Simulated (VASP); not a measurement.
Input of a VASP 6.6.1 run:

The input INCAR:

```
PREC = Accurate
ENCUT = 500
EDIFF = 1E-7
ISMEAR = 0
SIGMA = 0.05
LREAL = False
LASPH = True
NELM = 100
ALGO = Normal
ISIF = 2
LWAVE = False
LCHARG = True
ISPIN = 2
MAGMOM = 2 0
LORBIT = 11
LMAXMIX = 4
GGA = CA
LELF = True
LVHAR = True
```

File KPOINTS:

```
regular mesh
0
Gamma
  12 12 12
```

The input POSCAR:

```
VH
1.0
    0.0000000000      1.9637535800      1.9637535800
    1.9637535800      0.0000000000      1.9637535800
    1.9637535800      1.9637535800      0.0000000000
V H
1 1
Direct
    0.0000000000      0.0000000000      0.0000000000
    0.5000000000      0.5000000000      0.5000000000
```

Potentials or basis: VASP PAW LDA potentials, release 64 (V, H).

Run with:

```console
$ cat potpaw_LDA.64/V/POTCAR potpaw_LDA.64/H/POTCAR > POTCAR
$ mpirun -np 1 vasp_std > vasp.out
```

Problem. Predict the pressure.

Solution. -10.4 GPa.

Problem. Predict the net moment.

Solution. 0.00 μB per cell.
